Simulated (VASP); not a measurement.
Input of a VASP 6.6.1 run:

File INCAR:

```
SYSTEM = KI
ALGO = Normal
EDIFF = 1E-7
EDIFFG = -0.01
ENCUT = 600
IBRION = 2
ISIF = 2
ISMEAR = 0
LASPH = .True.
LCHARG = .False.
LMIXTAU = .True.
LREAL = .False.
LWAVE = .False.
METAGGA = R2SCAN
NELM = 80
NSW = 40
PREC = Accurate
SIGMA = 0.03
```

Contents of KPOINTS:

```
k-points
0
Gamma
  8 8 8
  0 0 0
```

POSCAR

```
KI                                      
1.0
   -0.0000000000      3.5489522858      3.5489522858
    3.5489522858      0.0000000000      3.5489522858
    3.5489522858      3.5489522858      0.0000000000
  K               I             
     1     1
Direct
     0.0000000000000000    0.0000000000000000    0.0000000000000000
     0.5000000000000000    0.5000000000000000    0.5000000000000000
```

Potentials or basis: VASP PAW PBE potentials, release 64 (K_sv, I).

Run with:

```console
$ cat potpaw_PBE.64/K_sv/POTCAR potpaw_PBE.64/I/POTCAR > POTCAR
$ mpirun -np 1 vasp_std > vasp.out
```

Task: Estimate the band gap on the k mesh.

Result: 4.57 eV, direct.

Final structure:
```xyz
2
Lattice="0.0000 3.5490 3.5490 3.5490 0.0000 3.5490 3.5490 3.5490 0.0000" Properties=species:S:1:pos:R:3 pbc="T T T"
K     0.0000    0.0000    0.0000
I     3.5490    3.5490    3.5490
```

Caveat: the relaxation stopped at its first step, so nothing moved; spin-orbit coupling is left out, which moves the levels of the heavy elements.

**The experiment to reproduce.**

A printed reference work, monograph reports, for a bulk crystal of KI: band gap 6.32 eV.

Against the measured gap of KI, 6.32 eV (a printed reference work, monograph), the calculated 4.57 eV is off by -1.75 eV. Spin-orbit coupling on I is left out. The value is that of r2SCAN on a finite k mesh, which can miss the band edges, without temperature or zero-point motion.
